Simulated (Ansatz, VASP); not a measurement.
## Two plane-wave programs on Ca

File INCAR:

```
SYSTEM = Ca
  PREC = Accurate
  ENCUT = 520
  EDIFF = 1E-7
  ISMEAR = -1
  SIGMA = 0.05
  LREAL = .False.
  LASPH = .True.
  NELM = 60
  ALGO = Normal
  ISIF = 2
  LWAVE = .False.
  LCHARG = .False.
  GGA = PE
  NBANDS = 11
```

KPOINTS

```
regular mesh
0
Gamma
  9 9 9
  0 0 0
```

Contents of POSCAR:

```
Ca
1.0
   -2.1754011839      2.1754011839      2.1664339444
    2.1754011839     -2.1754011839      2.1664339444
    2.1754011839      2.1754011839     -2.1664339444
Ca
1
Direct
    0.5000000000      0.5000000000      0.0000000000
```

The input input.yaml:

```yaml
crystal:
  lattice:
    - [-2.1754011839, 2.1754011839, 2.1664339444]
    - [2.1754011839, -2.1754011839, 2.1664339444]
    - [2.1754011839, 2.1754011839, -2.1664339444]
  atoms:
    - { symbol: Ca, position: [0.5, 0.5, 0.0] }
hamiltonian:
  xc: pbe
  pseudopotentials: { kind: paw }
kpoints:
  mp_grid: { grid: [9, 9, 9] }
scf:
  occupations: { method: fermi_dirac, width: 0.05 }
output:
  forces: true
  stress: true
  eigenvalues: true
```

Change from the starting cell: volume scaled by 0.96.

Alike in both runs: task single point; functional PBE; k mesh 9 × 9 × 9; occupations fermi-dirac, width 0.05 eV; no spin polarisation.

|  | VASP | Ansatz |
| --- | --- | --- |
| version | VASP 6.6.1 | Ansatz 0.2.0 |
| potentials or method | VASP PAW PBE potentials, release 64 (Ca_sv) | Ansatz PAW |
| plane-wave cutoff (eV) | 520 | 420 |
| valence electrons in the cell | 10 | 10 |

|  | VASP | Ansatz | Ansatz less VASP |
| --- | --- | --- | --- |
| gap on the k mesh at the Fermi level (eV) | none | none | - |
| pressure (GPa) | 0.5 | 0.5 | -0.01 |

A gap of «none» marks a metal or a gap that the smearing closes.
